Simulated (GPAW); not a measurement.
Here is a GPAW 26.7.0 calculation.

File run.py:

```python
from ase.dft.bandgap import bandgap
from ase.io import read, write
from ase.units import GPa
from gpaw import GPAW, PW

atoms = read('POSCAR')

calc = GPAW(mode=PW(800),
            xc='PBE',
            kpts={'size': (13, 13, 13), 'gamma': True},
            occupations={'name': 'methfessel-paxton', 'order': 0, 'width': 0.016},
            nbands=11,
            convergence={'density': 1e-05, 'energy': 1e-05},
            maxiter=150,
            txt='gpaw.txt')
atoms.calc = calc
energy = atoms.get_potential_energy()
forces = atoms.get_forces()
stress = atoms.get_stress()
calc.write('gs.gpw')
write('result.traj', atoms)
print(f'Energy: {energy:.6f} eV')
print('Forces (eV/A):')
print(forces.round(4))
print('Stress (GPa):', (stress / GPa).round(3))
print('Fermi level:', round(calc.get_fermi_level(), 4), 'eV')
print(f'Gap: {bandgap(calc)[0]:.4f} eV, direct: {bandgap(calc, direct=True)[0]:.4f} eV')
```

File POSCAR:

```
BN
1.0
    0.0000000000      1.8130010000      1.8130010000
    1.8130010000      0.0000000000      1.8130010000
    1.8130010000      1.8130010000      0.0000000000
N B
1 1
Direct
    0.2500000000      0.2500000000      0.2500000000
    0.0000000000      0.0000000000      0.0000000000
```

Potentials or basis: GPAW PAW data sets (gpaw-data 1.2.1), pw.

Run with:

```sh
$ OMP_NUM_THREADS=1 python run.py
```

Predict the pressure.

-1.6 GPa.

What does it give for the band gap on the k mesh?

4.53 eV, indirect (least direct gap 8.79 eV).

Caveat: an odd mesh through Γ misses points on the zone boundary, where band edges often lie.

The gap isn't set beside the measured one, since this odd mesh misses points on the zone boundary.
